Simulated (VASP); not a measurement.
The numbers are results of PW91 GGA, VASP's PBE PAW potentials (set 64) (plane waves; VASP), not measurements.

Input for VASP

File POSCAR:
```
ZrO2
1.0
  0.0000000000   2.5585937230   2.5585937230
  2.5585937230   0.0000000000   2.5585937230
  2.5585937230   2.5585937230   0.0000000000
Zr O
1 2
Cartesian
  0.0000000000   0.0000000000   0.0000000000
  1.2792968615   1.2792968615   1.2792968615
  3.8378905845   3.8378905845   3.8378905845
```

INCAR:
```
# general
SYSTEM   =  ZrO2
PREC     =  Accurate
ENCUT    =  520
LREAL    =  .False.
LASPH    =  .True.
ICHARG   =  11

# electronic loop
EDIFF    =  1E-7
NELM     =  100
ALGO     =  Normal
LMAXMIX  =  4

# smearing
ISMEAR   =  0
SIGMA    =  0.05

# functional
GGA      =  91

# output
LWAVE    =  .False.
LCHARG   =  .False.
LORBIT   =  11
```

File KPOINTS:
```
k-points along high-symmetry lines
15
Line-mode
Reciprocal
  0.000000   0.000000   0.000000 ! GAMMA
  0.500000   0.000000   0.500000 ! X

  0.500000   0.000000   0.500000 ! X
  0.625000   0.250000   0.625000 ! U

  0.375000   0.375000   0.750000 ! K
  0.000000   0.000000   0.000000 ! GAMMA

  0.000000   0.000000   0.000000 ! GAMMA
  0.500000   0.500000   0.500000 ! L

  0.500000   0.500000   0.500000 ! L
  0.500000   0.250000   0.750000 ! W

  0.500000   0.250000   0.750000 ! W
  0.500000   0.000000   0.500000 ! X
```

POTCAR, in this order: Zr_sv O (PBE.64 set). Program: vasp_std. Read from the step before: CHGCAR.

Output of the run:

### OSZICAR
```
       N       E                     dE             d eps       ncg     rms          rms(c)
DAV:   1     0.188315369346E+03    0.18832E+03   -0.14675E+04  2880   0.154E+03
DAV:   2    -0.203801366013E+02   -0.20870E+03   -0.20592E+03  3928   0.384E+02
DAV:   3    -0.281895122053E+02   -0.78094E+01   -0.77996E+01  4352   0.720E+01
DAV:   4    -0.283715381719E+02   -0.18203E+00   -0.18200E+00  3968   0.831E+00
DAV:   5    -0.283743146872E+02   -0.27765E-02   -0.27765E-02  3944   0.813E-01
DAV:   6    -0.283743462385E+02   -0.31551E-04   -0.31551E-04  3808   0.823E-02
DAV:   7    -0.283743466846E+02   -0.44606E-06   -0.44608E-06  4104   0.868E-03
DAV:   8    -0.283743466889E+02   -0.42901E-08   -0.42856E-08  3208   0.925E-04
   1 F= -.28374347E+02 E0= -.28374347E+02  d E =-.391842E-19
```

File OUTCAR:
```
 val. band max:        6.9699115934   @ k =   0.5000   0.0000   0.5000

 cond. band min:      10.2746551025   @ k =   0.0000   0.0000   0.0000



 k-point     1 :       0.0000    0.0000    0.0000
  band No.  band energies     occupation
      1     -41.0571      2.00000
      2     -18.9661      2.00000
      3     -18.9661      2.00000
      4     -18.9661      2.00000
      5     -11.0963      2.00000
      6      -8.5956      2.00000
      7       1.8391      2.00000
      8       1.8391      2.00000
      9       1.8391      2.00000
     10       6.4462      2.00000
     11       6.4462      2.00000
     12       6.4462      2.00000
     13      10.2747      0.00000
     14      10.2747      0.00000
     15      13.4531      0.00000
     16      16.1368      0.00000

 k-point     2 :       0.0357    0.0000    0.0357
  band No.  band energies     occupation
      1     -41.0564      2.00000
      2     -18.9762      2.00000
      3     -18.9682      2.00000
      4     -18.9682      2.00000
      5     -11.0722      2.00000
      6      -8.6139      2.00000
      7       1.8538      2.00000
      8       1.8538      2.00000
      9       1.8900      2.00000
     10       6.3272      2.00000
     11       6.4501      2.00000
     12       6.4501      2.00000
     13      10.2886      0.00000
     14      10.3301      0.00000
     15      13.5173      0.00000
     16      16.0900      0.00000

 k-point     3 :       0.0714    0.0000    0.0714
  band No.  band energies     occupation
      1     -41.0543      2.00000
      2     -19.0056      2.00000
      3     -18.9743      2.00000
      4     -18.9743      2.00000
      5     -11.0012      2.00000
      6      -8.6669      2.00000
      7       1.8977      2.00000
      8       1.8977      2.00000
      9       2.0406      2.00000
     10       6.0021      2.00000
     11       6.4604      2.00000
     12       6.4604      2.00000
     13      10.3301      0.00000
     14      10.4707      0.00000
...
```

The density is held fixed in this step, so its total energy and stress have no physical meaning.

The compound is ZrO2 in the fluorite structure, the high-temperature cubic form, which is unstable at 0 K; the monoclinic form is the stable one. It was relaxed first.
